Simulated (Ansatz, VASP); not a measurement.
**Rb in VASP and in Ansatz**

```
Rb
1.0
     4.62467    0.00000    0.00000
     0.00000    4.62467    0.00000
     0.00000    0.00000    4.62467
Rb
1
Direct
  0.00000 0.00000 0.00000
```

Alike in both runs: task single point; functional PBE; k mesh 10 × 10 × 10; occupations fermi-dirac, width 0.08 eV; no spin polarisation.

|  | VASP | Ansatz |
| --- | --- | --- |
| version | VASP 6.6.1 | Ansatz 0.2.0 |
| potentials or method | VASP PAW PBE potentials, release 64 (Rb_sv), cutoff 520 eV | all-electron LAPW, scalar-relativistic |

|  | VASP | Ansatz | Ansatz less VASP |
| --- | --- | --- | --- |
| pressure (GPa) | 0.0 | 0.0 | +0.03 |

Ansatz ran all-electron here, so the differences hold the error of VASP's frozen core and of both bases.
